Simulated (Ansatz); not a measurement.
MgS

```
CELL_PARAMETERS angstrom
0.00000 2.60165 2.60165
2.60165 0.00000 2.60165
2.60165 2.60165 0.00000
ATOMIC_POSITIONS crystal
Mg 0.00000 0.00000 0.00000
S 0.50000 0.50000 0.50000
```

Atoms are numbered in the order listed.

The cell is COD entry 9008672, as deposited and not checked against the literature; nothing was relaxed.

All numbers are computed: DFT, PBE, all-electron LAPW, scalar-relativistic (Ansatz 0.2.0); DFT, PBE, PAW with Ansatz's default frozen-core files, scalar-relativistic (Ansatz 0.2.0).

For LAPW: a Γ-centred 10×10×10 k mesh, Fermi–Dirac smearing of 0.03 eV, basis error target 0.25 meV/atom, no spin polarisation. PAW takes a cutoff of 420 eV at this cell. The Ansatz runs share mesh, smearing and spin set-up. Values come from LAPW unless marked.

```yaml
Smallest_direct_gap_on_the_path: 3.72 eV
Löwdin_charges_with_0.16_e_of_the_cell_spilling_out_of_the_atomic_basis_so_their_sizes_and_signs_hang_on_that_basis: Mg1 1.44, S2 -1.29 e
Volume_per_atom: 17.61 Å³
```

(1) Give the computed value. Pressure at this cell.

(2) Band gap: what does the calculation give?

(3) Give the computed value. Bader charges (from the PAW run).

## Answers

(1) 1.15 GPa.

(2) 2.79 eV, indirect from Γ to X (0.5, 0, 0.5).

(3) Mg1 +1.67, S2 -1.67 e.
